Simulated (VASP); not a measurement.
# H2CO2 in VASP: further runs

The runs below take H2CO2 through single point, relaxation of the atoms, with r2SCAN+D3(BJ).

Everything below comes from runs of VASP 6.6.1. Logs are shortened: lines on timing, memory, paths and dates and some standing lists are left out, and cuts for length are marked.

**1. The structure**

The cell holds a amorphous, 20 atoms: a = 7.268 Å, b = 7.268 Å, c = 7.268 Å, α = 90.00°, β = 90.00°, γ = 90.00°.

The cell was built by a generator and needn't be a form met in nature.

**2. Single point, r2SCAN+D3(BJ)**

Input file POSCAR:

```
H2CO2
1.0
    7.2684820000      0.0000000000      0.0000000000
    0.0000000000      7.2684820000      0.0000000000
    0.0000000000      0.0000000000      7.2684820000
H C O
8 4 8
Direct
    0.0727394142      0.4564427166      0.5822213298
    0.1660330155      0.4751356364      0.6202476862
    0.6509376092      0.3894461237      0.9327791232
    0.6842743154      0.3103033632      0.8770983743
    0.7980181122      0.2429694563      0.4378217312
    0.7653916925      0.1858013405      0.3594119546
    0.9236918448      0.7539940513      0.9019677364
    0.9285083611      0.6521827325      0.9108721844
    0.5920739485      0.8786263853      0.5985446524
    0.0981430090      0.8492218982      0.4864617129
    0.0482684569      0.2131523390      0.9366843150
    0.3257529046      0.7507615020      0.9837781523
    0.5948326116      0.9425275299      0.7451822725
    0.5901351237      0.8143492880      0.4525339742
   -0.0217287563      0.8315703147      0.3828110724
    0.2176448719      0.8660509000      0.5912449690
   -0.0041423707      0.1293034605      0.8108967126
    0.0995047113      0.2980898105      1.0617729733
    0.3739693600      0.6207216325      0.9042528855
    0.2777300647      0.8805175188      1.0635368877
```

Input file INCAR.step1:

```
PREC = Accurate ; ENCUT = 520
ISMEAR = -1 ; SIGMA = 0.05
LREAL = Auto ; LASPH = True
NELM = 100 ; NBANDS = 52
GGA = PE ; ALGO = Normal
EDIFF = 1E-4 ; LWAVE = True
LCHARG = False
```

Input file INCAR.step2:

```
PREC = Accurate ; ENCUT = 520
EDIFF = 1E-6 ; ISMEAR = -1
SIGMA = 0.05 ; LREAL = Auto
LASPH = True ; NELM = 100
ALGO = Normal ; ISIF = 2
LWAVE = False ; LCHARG = False
METAGGA = R2SCAN ; LMIXTAU = True
IVDW = 12 ; VDW_S6 = 1.0
VDW_S8 = 0.78981345 ; VDW_A1 = 0.49484001
VDW_A2 = 5.73083694 ; NBANDS = 52
ISTART = 1
```

Input file KPOINTS:

```
Automatic mesh
0
Gamma
  1 1 1
```

Potentials or basis: VASP PAW PBE potentials, release 64 (H, C, O).

Launch:

```sh
$ cat potpaw_PBE.64/H/POTCAR potpaw_PBE.64/C/POTCAR potpaw_PBE.64/O/POTCAR > POTCAR
$ cp INCAR.step1 INCAR
$ mpirun -np 1 vasp_gam > vasp.out
$ cp INCAR.step2 INCAR
$ mpirun -np 1 vasp_gam > vasp.out
```

OUTCAR:

```text
PREC = Accurate
   ENCUT = 520
   EDIFF = 1E-6
   ISMEAR = -1
   LREAL = Auto
   LASPH = True
   NELM = 100
   ISIF = 2
   METAGGA = R2SCAN
   IVDW = 12
   ISTART = 1
 IVDW          = 12

 ion  position               nearest neighbor table
   1  0.073  0.456  0.582-   2 0.74
   2  0.166  0.475  0.620-   1 0.74
   3  0.651  0.389  0.933-   4 0.74
   4  0.684  0.310  0.877-   3 0.74
   5  0.798  0.243  0.438-   6 0.74
   6  0.765  0.186  0.359-   5 0.74
   7  0.924  0.754  0.902-   8 0.74
   8  0.929  0.652  0.911-   7 0.74
   9  0.592  0.879  0.599-  14 1.16  13 1.16
  10  0.098  0.849  0.486-  15 1.16  16 1.16
  11  0.048  0.213  0.937-  18 1.16  17 1.16
  12  0.326  0.751  0.984-  20 1.16  19 1.16
  13  0.595  0.943  0.745-   9 1.16
  14  0.590  0.814  0.453-   9 1.16
  15  0.978  0.832  0.383-  10 1.16
  16  0.218  0.866  0.591-  10 1.16
  17  0.996  0.129  0.811-  11 1.16
  18  0.100  0.298  0.062-  11 1.16
  19  0.374  0.621  0.904-  12 1.16
  20  0.278  0.881  0.064-  12 1.16

  LATTYP: Found a simple cubic cell.
 ALAT       =     7.2684820000

  Lattice vectors:

 A1 = (   7.2684820000,   0.0000000000,   0.0000000000)
 A2 = (   0.0000000000,   7.2684820000,   0.0000000000)
 A3 = (   0.0000000000,   0.0000000000,   7.2684820000)

Analysis of symmetry for initial positions (statically):
=====================================================================
 Subroutine PRICEL returns:
 Original cell was already a primitive cell.

 Routine SETGRP: Setting up the symmetry group for a
 simple cubic supercell.

 Subroutine GETGRP returns: Found  1 space group operations
 (whereof  1 operations were pure point group operations)
 out of a pool of 48 trial point group operations.

The static configuration has the point symmetry C_1 .

Analysis of symmetry for dynamics (positions and initial velocities):
=====================================================================
 Subroutine PRICEL returns:
 Original cell was already a primitive cell.

 Routine SETGRP: Setting up the symmetry group for a
 simple cubic supercell.

 Subroutine GETGRP returns: Found  1 space group operations
 (whereof  1 operations were pure point group operations)
 out of a pool of 48 trial point group operations.

[... 113 lines left out ...]
   LREAL  =      T    real-space projection
   EDIFFG = 0.1E-04   stopping-criterion for IOM
   NSW    =      0    number of steps for IOM
   IBRION =     -1    ionic relax: 0-MD 1-quasi-New 2-CG
   NFREE  =      0    steps in history (QN), initial steepest desc. (CG)
   ISIF   =      2    stress and relaxation
   ISYM   =      2    0-nonsym 1-usesym 2-fastsym
   POTIM  = 0.5000    time-step for ionic-motion
   TEBEG  =    0.0;   TEEND  =   0.0 temperature during run
   PSTRESS=    0.0 pullay stress
   NELECT =      72.0000    total number of electrons
   NUPDOWN=      -1.0000    fix difference up-down
   EMIN   =  10.00;   EMAX   =-10.00  energy-range for DOS
   EFERMI =   0.00;   METHOD = LEGACY
   ISMEAR =    -1;   SIGMA  =   0.05  broadening in eV -4-tet -1-fermi 0-gaus
   EFERMI_NEDOS =   21; number of points for ismear=-14 and -15
   IALGO  =     38    algorithm
   IMIX   =      4    mixing-type and parameters
     AMIX     =   0.40;   BMIX     =  1.00
     AMIX_MAG =   1.60;   BMIX_MAG =  1.00
  volume/ion in A,a.u.               =      19.20       129.57
  Fermi-wavevector in a.u.,A,eV,Ry     =   0.937005  1.770683 11.945623  0.877979
  Thomas-Fermi vector in A             =   2.064072
   LORBIT       =      0    0 simple, 1 ext, 2 COOP (PROOUT), +10 PAW based schemes
   METAGGA = R2SCAN    functional components
   LHFCALC =     F    Hartree Fock is set to
   AEXX    =    0.0000 exact exchange contribution
   IVDW    =    12    specifies the selected vdW correction
   LEPSILON=     F    determine dielectric tensor
   LRPA    =     F    only Hartree local field effects (RPA)
 non-spin polarized calculation
  energy-cutoff  :      520.00
  volume of cell :      384.00
 maximum number of plane-waves:      5198
 NGX is ok and might be reduce to    54
   NGX = 27   NGY = 27   NGZ = 27

 number of electron      71.9999999 magnetization

 Free energy of the ion-electron system (eV)
  ---------------------------------------------------
  ext. energy  EPLUGINS =         0.00000000
  ---------------------------------------------------
  free energy    TOTEN  =      -130.17859628 eV

  energy without entropy =     -130.17859628  energy(sigma->0) =     -130.17859628

 E-fermi :  -5.3480     XC(G=0):  -5.5404

 val. band max:       -6.6287135198   @ k =   0.0000   0.0000   0.0000
 cond. band min:       1.7036039422   @ k =   0.0000   0.0000   0.0000
 fundamental gap:      8.3323174620
 Fermi energy:        -5.3479927532

 k-point     1 :       0.0000    0.0000    0.0000
  band No.  band energies     occupation
      1     -28.3468      2.00000
      2     -28.1989      2.00000
      3     -28.1648      2.00000
      4     -28.0768      2.00000
      5     -27.2462      2.00000
      6     -27.1054      2.00000
[... 40 lines left out ...]
     47       3.3351      0.00000
     48       3.6250      0.00000
 [bands above 48 left out]

------------------------ aborting loop because EDIFF is reached ----------------------------------------

 Edisp (eV)   -0.32639

 E8    (eV) :    -0.0555

  FORCE on cell =-STRESS in cart. coord.  units (eV):
  Direction    XX          YY          ZZ          XY          YZ          ZX
  --------------------------------------------------------------------------------------
  -------------------------------------------------------------------------------------
  Total       1.50831     1.24564     2.51651    -0.05370     2.06871     0.87838
  in kB       6.29318     5.19721    10.49971    -0.22404     8.63136     3.66491
  external pressure =        7.33 kB  Pullay stress =        0.00 kB

 VOLUME and BASIS-vectors are now :
 -----------------------------------------------------------------------------
  energy-cutoff  :      520.00
  volume of cell :      384.00
      direct lattice vectors                 reciprocal lattice vectors
     7.268482000  0.000000000  0.000000000     0.137580309  0.000000000  0.000000000
     0.000000000  7.268482000  0.000000000     0.000000000  0.137580309  0.000000000
     0.000000000  0.000000000  7.268482000     0.000000000  0.000000000  0.137580309

 POSITION                                       TOTAL-FORCE (eV/Angst)
 -----------------------------------------------------------------------------------
      0.52871      3.31765      4.23187         0.062178     -0.011513     -0.008186
      1.20681      3.45351      4.50826        -0.048661      0.003631     -0.022721
      4.73133      2.83068      6.77989         0.030978     -0.049240     -0.032804
      4.97364      2.25543      6.37517        -0.051162      0.022850      0.030440
      5.80038      1.76602      3.18230        -0.037704     -0.034705     -0.038672
      5.56324      1.35049      2.61238         0.016267      0.027823      0.047834
[... 12 lines left out ...]
      2.71819      4.51170      6.57255         0.150764     -0.518412     -0.291318
      2.01868      6.40003      0.46182        -0.237375      0.624773      0.412505
 -----------------------------------------------------------------------------------
    total drift:                                0.017177     -0.001294      0.032823

  FREE ENERGIE OF THE ION-ELECTRON SYSTEM (eV)
  ---------------------------------------------------
  free  energy   TOTEN  =      -130.5049842039 eV

  energy  without entropy=     -130.5049842039  energy(sigma->0) =     -130.50498420
```

Wall time 72 s (1 thread of Intel Xeon 6975P-C (Granite Rapids), shared host); peak memory 0.42 GiB.

What came out:

```
Free energy                : -130.5050 eV
Pressure                   : 0.7 GPa
Largest force              : 0.794 eV/Å
Band gap on the k mesh     : 8.33 eV, direct
Dispersion energy per atom : -0.016 eV
```

Forces on the atoms (eV/Å):
```
H    0.062 -0.012 -0.008
H   -0.049  0.004 -0.023
H    0.031 -0.049 -0.033
H   -0.051  0.023  0.030
H   -0.038 -0.035 -0.039
H    0.016  0.028  0.048
H   -0.015 -0.011  0.002
H   -0.003  0.016 -0.013
C   -0.021 -0.014  0.029
C    0.080  0.023  0.061
C    0.013 -0.018 -0.009
C    0.067 -0.073 -0.091
O    0.067  0.326  0.616
O   -0.039 -0.316 -0.684
O   -0.585 -0.096 -0.529
O    0.539  0.091  0.467
O   -0.210 -0.372 -0.510
O    0.222  0.378  0.564
O    0.151 -0.518 -0.291
O   -0.237  0.625  0.413
```

Caveat: the standard files for N, O and F lose accuracy on very short bonds; the PAW data sets were made with another functional, which shifts forces and pressure a little. r2SCAN opens gaps a little over a GGA but as a rule still falls short of measured ones.

**3. Relaxation of the atoms, r2SCAN+D3(BJ)**

Input file POSCAR:

```
H2CO2
1.0
    7.2684820000      0.0000000000      0.0000000000
    0.0000000000      7.2684820000      0.0000000000
    0.0000000000      0.0000000000      7.2684820000
H C O
8 4 8
Direct
    0.0743391000      0.5067821000      0.6635780000
    0.1698511000      0.4841783000      0.6891208000
    0.6670529000      0.4359625000      0.9560526000
    0.7358387000      0.3809020000      0.9058255000
    0.8111580000      0.2431903000      0.4222592000
    0.7870349000      0.2046789000      0.3315903000
    0.9566113000      0.7500733000      0.9216411000
    0.9683586000      0.6493976000      0.9181297000
    0.5932201000      0.9027104000      0.6492706000
    0.0186836000      0.8401197000      0.4826196000
    0.0249465000      0.2543377000      0.8670302000
    0.3669944000      0.6314998000      0.9450540000
    0.5864591000      0.9441713000      0.8058950000
    0.5999811000      0.8612496000      0.4926463000
   -0.0764240000      0.8220100000      0.3525332000
    0.1137912000      0.8582294000      0.6127061000
   -0.0289007000      0.1398340000      0.7656138000
    0.0787936000      0.3688415000      0.9684466000
    0.3822753000      0.4731630000      0.9135602000
    0.3517135000      0.7898366000      0.9765479000
```

Input file INCAR.step1:

```
ALGO     = Normal         # electronic algorithm
EDIFF    = 1E-4           # SCF threshold, eV
ENCUT    = 520            # plane-wave cutoff, eV
GGA      = PE             # functional
ISMEAR   = -1             # smearing method
LASPH    = True           # aspherical terms in the spheres
LCHARG   = False          # write CHGCAR
LREAL    = Auto         
LWAVE    = True           # write WAVECAR
NELM     = 100            # most SCF steps
PREC     = Accurate       # precision mode
SIGMA    = 0.05           # smearing width, eV
```

Input file INCAR.step2:

```
ALGO     = Normal         # electronic algorithm
EDIFF    = 1E-6           # SCF threshold, eV
EDIFFG   = -0.3           # ionic threshold
ENCUT    = 520            # plane-wave cutoff, eV
IBRION   = 2              # ionic algorithm
ISIF     = 2              # what is computed and relaxed
ISMEAR   = -1             # smearing method
ISTART   = 1            
IVDW     = 12             # dispersion correction
LASPH    = True           # aspherical terms in the spheres
LCHARG   = False          # write CHGCAR
LMIXTAU  = True         
LREAL    = Auto         
LWAVE    = False          # write WAVECAR
METAGGA  = R2SCAN         # meta-GGA
NELM     = 100            # most SCF steps
NSW      = 35             # ionic steps
PREC     = Accurate       # precision mode
SIGMA    = 0.05           # smearing width, eV
VDW_A1   = 0.49484001   
VDW_A2   = 5.73083694   
VDW_S6   = 1.0          
VDW_S8   = 0.78981345
```

Input file KPOINTS:

```
k-points
0
Gamma
  1 1 1
```

Potentials or basis: VASP PAW PBE potentials, release 64 (H, C, O).

Launch:

```sh
$ cat potpaw_PBE.64/H/POTCAR potpaw_PBE.64/C/POTCAR potpaw_PBE.64/O/POTCAR > POTCAR
$ cp INCAR.step1 INCAR
$ mpirun -np 1 vasp_gam > vasp.out
$ cp INCAR.step2 INCAR
$ mpirun -np 1 vasp_gam > vasp.out
```

It took 32 min on 1 thread of Intel Xeon 6975P-C (Granite Rapids), shared host; peak memory 0.47 GiB.

Results (log left out):

```yaml
Free_energy: -130.1131 eV
Energy_gained_by_relaxing: 50.3 meV/atom
Ionic_steps: 32
Pressure_after_relaxing: 0.2 GPa
Largest_force_after_relaxing: 0.297 eV/Å
Band_gap_on_the_k_mesh: 8.05 eV, direct
Dispersion_energy_per_atom: -0.016 eV
```

Forces on the atoms (eV/Å):
```
H   -0.019 -0.089 -0.035
H   -0.008 -0.010 -0.057
H    0.074 -0.066 -0.038
H   -0.268  0.126  0.025
H   -0.043 -0.044 -0.054
H    0.011  0.032  0.096
H   -0.033 -0.076 -0.024
H   -0.068  0.076 -0.026
C    0.028 -0.024 -0.060
C    0.037  0.015  0.068
C    0.117 -0.122 -0.091
C    0.061  0.013  0.071
O   -0.183 -0.070  0.036
O    0.097 -0.017 -0.058
O    0.099  0.040  0.170
O   -0.154  0.117 -0.174
O    0.194 -0.032  0.019
O    0.182 -0.010  0.127
O   -0.116 -0.073 -0.134
O   -0.007  0.215  0.139
```

Stress tensor (GPa, compression positive):
```
 0.68 -0.15 -0.16
-0.15  0.15  0.06
-0.16  0.06 -0.29
```

Step by step:
| step | energy change (eV) | largest force (eV/Å) | pressure (GPa) |
| --- | --- | --- | --- |
| 1 | 0.0000 | 1.9142 | 0.01 |
| 2 | 1.3959 | 13.2870 | 9.92 |
| 3 | -0.1040 | 1.1291 | 1.91 |
| 4 | 0.1988 | 11.1236 | 3.41 |
| 5 | -0.1345 | 1.6483 | 2.19 |
| 6 | -0.2239 | 1.3882 | 1.91 |
| 7 | -0.4194 | 0.6825 | 0.96 |
| 8 | -0.4626 | 3.1142 | -1.28 |
| 9 | -0.5054 | 1.7666 | -0.25 |
| 10 | -0.5830 | 0.8261 | 0.23 |
| 11 | -0.6250 | 1.6457 | 0.93 |
| 12 | -0.6660 | 0.8788 | 1.17 |
| 13 | -0.6679 | 1.1738 | 1.23 |
| 14 | -0.6950 | 0.8677 | 1.01 |
| 15 | -0.7391 | 1.0074 | 0.30 |
| 16 | -0.7405 | 1.2260 | 0.12 |
| 17 | -0.7622 | 0.8884 | 0.12 |
| 18 | -0.7622 | 0.8821 | 0.12 |
| 19 | -0.7907 | 0.4057 | 0.48 |
| 20 | -0.7925 | 0.4659 | 0.60 |
| 21 | -0.8031 | 0.5360 | 0.61 |
| 22 | -0.8196 | 1.5222 | 0.63 |
| 23 | -0.8234 | 1.4223 | 0.62 |
| 24 | -0.8337 | 1.1220 | 0.58 |
| 25 | -0.8500 | 0.6538 | 0.49 |
| 26 | -0.8640 | 0.9356 | 0.31 |
| 27 | -0.8775 | 0.8155 | 0.23 |
| 28 | -0.9100 | 0.8408 | -0.04 |
| 29 | -0.9342 | 1.4623 | -0.78 |
| 30 | -0.9699 | 0.9708 | -0.54 |
| 31 | -0.9759 | 1.0779 | -0.39 |
| 32 | -1.0053 | 0.2967 | 0.18 |

Final structure:
```
H C O
1.0
     7.26848    0.00000    0.00000
     0.00000    7.26848    0.00000
     0.00000    0.00000    7.26848
H C O
8 4 8
Direct
  0.07352 0.50067 0.61123
  0.17223 0.47962 0.62529
  0.70437 0.42279 0.96902
  0.74280 0.36867 0.89157
  0.81209 0.24808 0.42194
  0.78359 0.20342 0.33418
  0.94073 0.76679 0.92520
  0.93880 0.66491 0.93392
  0.58935 0.92061 0.63866
  0.06214 0.83709 0.45494
  0.01016 0.22509 0.91204
  0.34257 0.64643 0.96949
  0.63726 0.98734 0.77695
  0.54294 0.85293 0.50070
  0.95912 0.81815 0.33282
  0.16342 0.85420 0.57883
  0.97012 0.17389 0.76506
  0.04923 0.27773 0.05851
  0.39846 0.51851 0.88998
  0.28889 0.77425 0.04979
```

Levels at points of the mesh, in eV from the valence-band top:
| k point | band 34 | band 35 | band 36 | band 37 | band 38 | band 39 |
| --- | --- | --- | --- | --- | --- | --- |
| (0.00, 0.00, 0.00) | -0.20 | -0.12 | 0.00 | 8.05 | 8.75 | 8.81 |

Caveat: the standard files for N, O and F lose accuracy on very short bonds; the PAW data sets were made with another functional, which shifts forces and pressure a little; the relaxation stopped at a loose force limit of 0.3 eV/Å, so its end isn't a converged minimum. r2SCAN opens gaps a little over a GGA but as a rule still falls short of measured ones.

**4. Single point, r2SCAN+D3(BJ)**

Input file POSCAR:

```
H2CO2
1.0
    7.2684820000      0.0000000000      0.0000000000
    0.0000000000      7.2684820000      0.0000000000
    0.0000000000      0.0000000000      7.2684820000
H C O
8 4 8
Direct
    0.0636033769      0.4450172677      0.5797359063
    0.1553969591      0.4872956967      0.6040050729
    0.6672782570      0.3997671041      0.9358625364
    0.7040534736      0.3235063387      0.8762627465
    0.8114073888      0.2288648441      0.4389087020
    0.7493311533      0.2066731403      0.3509536104
    0.9176056293      0.7732150950      0.8909150494
    0.9249386598      0.6671957088      0.9130517211
    0.5932462927      0.8737312688      0.6075959189
    0.1092250074      0.8475359779      0.4769771735
    0.0427049279      0.2250263535      0.9265621075
    0.3283078915      0.7453963565      0.9810026358
    0.5869451145      0.9442962093      0.7549444299
    0.5957640123      0.8144203975      0.4569454805
   -0.0234987168      0.8406707205      0.3912508829
    0.2186288691      0.8578545011      0.5853216669
   -0.0028341544      0.1303298268      0.8125768214
    0.0976957775      0.2882995376      1.0630005000
    0.3740120702      0.6171577504      0.9016875876
    0.2686668275      0.8782439029      1.0568781762
```

Input file INCAR.step1:

```
SYSTEM = H2CO2
PREC = Accurate
ENCUT = 520
ISMEAR = -1
SIGMA = 0.05
LREAL = Auto
LASPH = .TRUE.
NELM = 60
NBANDS = 52
GGA = PE
ALGO = Normal
EDIFF = 1E-4
LWAVE = .TRUE.
LCHARG = .FALSE.
```

Input file INCAR.step2:

```
SYSTEM = H2CO2
PREC = Accurate
ENCUT = 520
EDIFF = 1E-6
ISMEAR = -1
SIGMA = 0.05
LREAL = Auto
LASPH = .TRUE.
NELM = 60
ALGO = Normal
ISIF = 2
LWAVE = .FALSE.
LCHARG = .FALSE.
METAGGA = R2SCAN
LMIXTAU = .TRUE.
IVDW = 12
VDW_S6 = 1.0
VDW_S8 = 0.78981345
VDW_A1 = 0.49484001
VDW_A2 = 5.73083694
NBANDS = 52
ISTART = 1
```

Input file KPOINTS:

```
Automatic mesh
0
G
  1 1 1
  0 0 0
```

Launch:

```sh
$ cat potpaw_PBE.64/H/POTCAR potpaw_PBE.64/C/POTCAR potpaw_PBE.64/O/POTCAR > POTCAR
$ cp INCAR.step1 INCAR
$ mpirun -np 1 vasp_gam > vasp.out
$ cp INCAR.step2 INCAR
$ mpirun -np 1 vasp_gam > vasp.out
```

It took 71 s on 1 thread of Intel Xeon 6975P-C (Granite Rapids), shared host; peak memory 0.43 GiB.

It converged, with:

```yaml
Free_energy: -129.7791 eV
Pressure: 1.2 GPa
Largest_force: 5.940 eV/Å
Band_gap_on_the_k_mesh: 7.89 eV, direct
Dispersion_energy_per_atom: -0.016 eV
```

Forces in eV/Å, atoms in the order of the input:
```
H    0.382  0.183  0.054
H   -0.361 -0.201 -0.070
H    0.148 -0.270 -0.206
H   -0.211  0.255  0.201
H   -0.966 -0.337 -1.332
H    0.938  0.336  1.351
H    0.094 -1.370  0.292
H   -0.106  1.348 -0.301
C   -0.241  0.841  0.248
C   -3.417 -0.018 -1.543
C    1.756  0.880  4.166
C   -2.021  3.703  1.831
O    0.242 -0.965 -1.535
O    0.028  0.147  1.227
O   -1.388 -0.240 -1.984
O    4.794  0.292  3.496
O   -1.765 -2.283 -4.451
O    0.102  1.368  0.315
O    0.908 -1.900 -0.982
O    1.085 -1.766 -0.780
```

Stress tensor (GPa, compression positive):
```
 2.27  0.72  2.37
 0.72 -0.04  0.93
 2.37  0.93  1.33
```

Levels at points of the mesh, in eV from the valence-band top:
```
           k point  band 33  band 34  band 35  band 36  band 37  band 38  band 39  band 40
(0.00, 0.00, 0.00)    -0.08    -0.06    -0.01     0.00     7.89     8.33     8.67     8.73
```

Caveat: the standard files for N, O and F lose accuracy on very short bonds; the PAW data sets were made with another functional, which shifts forces and pressure a little. r2SCAN opens gaps a little over a GGA but as a rule still falls short of measured ones.

(Part 1 of 2 ends here.)
